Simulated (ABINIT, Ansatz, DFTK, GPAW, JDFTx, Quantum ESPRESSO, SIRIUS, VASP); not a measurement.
# One calculation of W, 8 ways

```
W
1.0
    -1.58234    1.58234    1.58234
     1.58234   -1.58234    1.58234
     1.58234    1.58234   -1.58234
W
1
Direct
  0.00000 0.00000 0.00000
```

Alike in all runs: task single point; functional PBEsol; k mesh 12 × 12 × 12; occupations fermi-dirac, width 0.05 eV; no spin polarisation; no spin-orbit coupling. Pressure is positive in compression and, in plane waves, holds the error of the finite cutoff.

| program and potentials | plane-wave cutoff (eV) | notes | band gap (eV) | pressure (GPa) |
| --- | --- | --- | --- | --- |
| Quantum ESPRESSO, GBRV 1.5 PBEsol | 762 | - | ? | ? |
| Ansatz, all-electron LAPW, scalar-relativistic | - | - | no gap | -2.95 |
| GPAW, PAW data sets generated for this functional | 600 | - | no gap | -3.28 |
| SIRIUS, PseudoDojo 0.4.1 PBEsol standard (scalar relativistic) | 1030 | - | no gap | -2.81 |
| VASP, PBE PAW files W_sv, 520 eV | 520 | potentials made for PBE | no gap | -2.37 |
| DFTK, PseudoDojo SR PBEsol 0.4.1 standard (PBEsol) | 1007 | - | no gap | -2.81 |
| JDFTx, PseudoDojo-SR-PBEsol-0.4.1-standard with smoothed tails | 1007 | - | no gap | -2.81 |
| ABINIT, PseudoDojo NC SR PBEsol v0.4.1 standard | 1007 | - | no gap | -2.81 |

Question: Estimate from the other rows what the run with Quantum ESPRESSO, GBRV 1.5 PBEsol gave.

Answer: No band gap; pressure -2.70 GPa. The other rows, which needn't bracket it: pressure -3.28 to -2.37.
